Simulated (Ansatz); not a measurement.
Band table of In (beta tin type)

```xyz
2
Lattice="-2.2695 2.2695 1.2007 2.2695 -2.2695 1.2007 2.2695 2.2695 -1.2007" Properties=species:S:1:pos:R:3 pbc="T T T"
In    0.0000   -1.1348   -0.3002
In    0.0000    1.1348    0.3002
```

The cell comes from a relaxation on PAW files under the same functional, begun from a prototype that needn't be the stable phase.

All numbers are PBE results (scalar-relativistic) from Ansatz 0.2.0, with a Γ-centred 13×13×13 k mesh, Fermi–Dirac smearing of 0.05 eV, no spin polarisation. Methods: LAPW: all electrons, basis error target 1 meV/atom.

This run: volume at 0.43 of the series' base cell.

Path points, in fractions of the reciprocal vectors: Γ (0.000, 0.000, 0.000), X (0.000, 0.000, 0.500), M (-0.500, 0.500, 0.500), Z (0.320, 0.320, -0.320), Z0 (-0.320, 0.680, 0.320), P (0.250, 0.250, 0.250). The distance column jumps between branches of the path. Levels in eV from the Fermi level; bands 19 to 36, counted from the lowest band of the run. The gap is zero, the pressure 244.6 GPa.

```
# k(1/Å) point b19 b20 b21 b22 b23 b24 b25 b26 b27 b28 b29 b30 b31 b32 b33 b34 b35 b36
0.000 Γ -19.33 -19.18 -18.70 -18.69 -17.05 -16.33 -16.33 -16.28 -16.28 -15.49 -14.71 -2.21 -2.21 4.36 4.92 11.54 11.54 17.13
0.245 - -19.23 -19.05 -18.74 -18.72 -16.79 -16.38 -16.29 -16.25 -16.24 -15.58 -14.91 -3.90 -1.71 4.71 6.54 10.60 10.69 15.29
0.489 - -18.93 -18.82 -18.80 -18.65 -16.61 -16.32 -16.22 -16.19 -16.13 -15.46 -15.33 -6.83 -0.33 4.95 8.66 8.99 10.12 13.52
0.734 - -18.90 -18.89 -18.44 -18.07 -17.13 -16.73 -16.10 -16.09 -15.99 -15.65 -14.18 -9.70 1.64 5.40 6.36 7.39 12.42 12.63
0.979 X -18.92 -18.92 -17.81 -17.81 -17.38 -17.38 -16.06 -16.06 -15.84 -15.84 -12.19 -12.19 3.95 3.95 6.19 6.19 12.10 12.10
1.224 - -18.90 -18.90 -17.88 -17.88 -17.28 -17.28 -16.08 -16.08 -15.91 -15.91 -11.85 -11.85 1.42 1.42 8.78 8.78 12.23 12.23
1.468 - -18.85 -18.85 -18.02 -18.02 -17.07 -17.07 -16.14 -16.14 -16.05 -16.05 -10.94 -10.94 -1.67 -1.67 11.65 11.65 12.84 12.84
1.713 - -18.81 -18.81 -18.15 -18.15 -16.86 -16.86 -16.21 -16.21 -16.15 -16.15 -9.66 -9.66 -4.30 -4.30 12.29 12.29 14.88 14.88
1.958 M -18.79 -18.79 -18.20 -18.20 -16.77 -16.77 -16.25 -16.25 -16.19 -16.19 -8.74 -8.74 -5.68 -5.68 12.35 12.35 15.70 15.70
2.304 - -18.82 -18.81 -18.39 -17.81 -17.25 -16.62 -16.25 -16.17 -16.15 -16.05 -11.58 -7.89 -5.46 -2.11 12.24 12.37 13.49 15.75
2.650 - -18.84 -18.82 -18.77 -18.17 -16.91 -16.35 -16.28 -16.09 -16.04 -15.72 -14.56 -5.88 -4.74 3.05 9.88 11.09 12.92 13.27
2.996 - -19.15 -18.91 -18.76 -18.75 -16.52 -16.39 -16.32 -16.29 -16.11 -15.67 -15.10 -3.54 -3.37 6.57 6.76 8.28 12.18 14.64
3.342 Γ -19.33 -19.18 -18.70 -18.69 -17.05 -16.33 -16.33 -16.28 -16.28 -15.49 -14.71 -2.21 -2.21 4.36 4.92 11.54 11.54 17.13
3.761 - -19.26 -18.99 -18.22 -17.95 -17.07 -17.07 -16.35 -16.35 -16.23 -15.52 -14.78 -0.97 -0.97 4.36 5.10 11.57 11.57 12.83
4.179 - -18.99 -18.49 -18.08 -18.08 -17.54 -16.82 -16.82 -16.30 -15.62 -15.00 -13.39 1.77 1.77 3.47 5.78 6.35 6.79 6.79
4.598 - -18.70 -18.60 -18.60 -17.89 -17.30 -17.13 -17.13 -15.82 -15.34 -15.08 -8.86 -0.53 0.49 0.49 0.70 7.28 7.55 7.55
5.016 Z -18.53 -18.30 -18.30 -17.65 -17.39 -16.98 -16.98 -16.15 -16.11 -15.63 -3.91 -3.80 -3.42 -3.42 -2.43 10.03 12.07 12.07
6.582 Z0 -18.53 -18.30 -18.30 -17.65 -17.39 -16.98 -16.98 -16.15 -16.11 -15.63 -3.91 -3.80 -3.42 -3.42 -2.43 10.03 12.07 12.07
6.818 - -18.49 -18.00 -17.78 -17.78 -17.19 -16.86 -16.73 -16.73 -16.59 -16.29 -5.40 -5.40 -4.79 -4.55 0.52 12.23 14.68 14.68
7.053 - -18.46 -18.41 -17.59 -17.51 -17.13 -17.13 -17.03 -16.46 -16.46 -16.46 -7.08 -7.08 -5.34 -5.21 4.23 14.94 16.49 16.49
7.289 - -18.74 -18.51 -18.25 -17.95 -16.90 -16.62 -16.53 -16.53 -16.24 -16.24 -8.28 -8.28 -5.61 -5.56 8.19 15.94 15.94 16.62
7.524 M -18.79 -18.79 -18.20 -18.20 -16.77 -16.77 -16.25 -16.25 -16.19 -16.19 -8.74 -8.74 -5.68 -5.68 12.35 12.35 15.70 15.70
8.503 X -18.92 -18.92 -17.81 -17.81 -17.38 -17.38 -16.06 -16.06 -15.84 -15.84 -12.19 -12.19 3.95 3.95 6.19 6.19 12.10 12.10
8.830 - -18.61 -18.61 -17.95 -17.95 -17.32 -17.32 -16.36 -16.36 -15.83 -15.83 -11.61 -11.61 4.51 4.51 6.39 6.39 9.53 9.53
9.157 - -18.41 -18.41 -18.07 -18.07 -17.18 -17.18 -16.50 -16.50 -15.85 -15.85 -10.09 -10.09 4.37 4.37 6.32 6.32 7.59 7.59
9.484 - -18.74 -18.74 -18.27 -18.27 -17.03 -17.03 -16.07 -16.07 -15.65 -15.65 -7.68 -7.68 0.10 0.10 8.17 8.17 8.84 8.84
9.811 P -18.88 -18.88 -18.41 -18.41 -16.98 -16.98 -15.99 -15.99 -15.36 -15.36 -5.04 -5.04 -3.26 -3.26 9.69 9.69 9.86 9.86
```
